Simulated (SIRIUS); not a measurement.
**KI in SIRIUS: convergence with k mesh**

Input of the first run (k mesh 2 × 2 × 2); the others differ in this setting and in those tied to it:

File sirius.json:

```json
{
  "control": {
    "processing_unit": "cpu",
    "verbosity": 2,
    "num_bands_to_print": 15,
    "print_forces": true,
    "print_stress": true
  },
  "parameters": {
    "electronic_structure_method": "pseudopotential",
    "xc_functionals": ["XC_GGA_X_PBE", "XC_GGA_C_PBE"],
    "gk_cutoff": 8.7,
    "pw_cutoff": 17.4,
    "ngridk": [2, 2, 2],
    "shiftk": [0, 0, 0],
    "smearing": "cold",
    "smearing_width": 0.0018374661,
    "num_bands": 15,
    "num_mag_dims": 0,
    "num_dft_iter": 100,
    "energy_tol": 1e-08,
    "density_tol": 1e-06
  },
  "iterative_solver": {
    "type": "davidson",
    "min_tolerance": 1e-10
  },
  "mixer": {
    "type": "anderson",
    "beta": 0.7,
    "max_history": 8
  },
  "settings": {
    "tol_ne": 1e-10
  },
  "unit_cell": {
    "lattice_vectors": [
      [0.0, 6.675977209925, 6.675977209925],
      [6.675977209925, 0.0, 6.675977209925],
      [6.675977209925, 6.675977209925, 0.0]
    ],
    "atom_coordinate_units": "lattice",
    "atom_types": ["I", "K"],
    "atom_files": {
      "K": "K.json",
      "I": "I.json"
    },
    "atoms": {
      "I": [
        [0.5, 0.5, 0.5]
      ],
      "K": [
        [0.0, 0.0, 0.0]
      ]
    }
  }
}
```

Potentials or basis: PseudoDojo 0.4.1 PBE standard (scalar relativistic).

Run with:

```console
$ upf_to_json K.upf
$ upf_to_json I.upf
$ OMP_NUM_THREADS=1 sirius.scf --input=sirius.json --output=out.json --task=0
```

Hardware: 1 thread of Arm Neoverse V2 (shared host).

The values tried are 2 × 2 × 2, 3 × 3 × 3, 4 × 4 × 4, 5 × 5 × 5, 6 × 6 × 6, 7 × 7 × 7, 9 × 9 × 9, 10 × 10 × 10, loosest first. From which on does the pressure stay within 0.1 GPa of the tightest run that finished?

From 3 × 3 × 3 on.

| k mesh | energy less the tightest run (meV/atom) | pressure (GPa) | gap on the mesh (eV) | SCF cycles | CPU time (s) | peak memory (GiB) |
| --- | --- | --- | --- | --- | --- | --- |
| 2 × 2 × 2 | 74.89 | 1.24 | 3.931 | 18 | 14 | 0.26 |
| 3 × 3 × 3 | 4.80 | 0.64 | 3.959 | 19 | 17 | 0.27 |
| 4 × 4 × 4 | 0.44 | 0.59 | 3.962 | 17 | 27 | 0.31 |
| 5 × 5 × 5 | 0.05 | 0.58 | 3.962 | 18 | 34 | 0.34 |
| 6 × 6 × 6 | 0.01 | 0.58 | 3.963 | 17 | 49 | 0.41 |
| 7 × 7 × 7 | 0.00 | 0.58 | 3.963 | 17 | 61 | 0.45 |
| 9 × 9 × 9 | 0.00 | 0.58 | 3.963 | 18 | 110 | 0.62 |
| 10 × 10 × 10 | 0.00 | 0.58 | 3.963 | 17 | 140 | 0.75 |

Against the tightest run, the energy stays within 1 meV/atom from 4 × 4 × 4 on; the gap on the mesh stays within 0.01 eV from 3 × 3 × 3 on. Meshes of other sizes hit other points, so gaps and Fermi surfaces needn't settle smoothly. The tightest run that finished is the yardstick and may itself not be fully converged.

Caveat, for the tightest run too: spin-orbit coupling is left out, which moves the levels of the heavy elements.
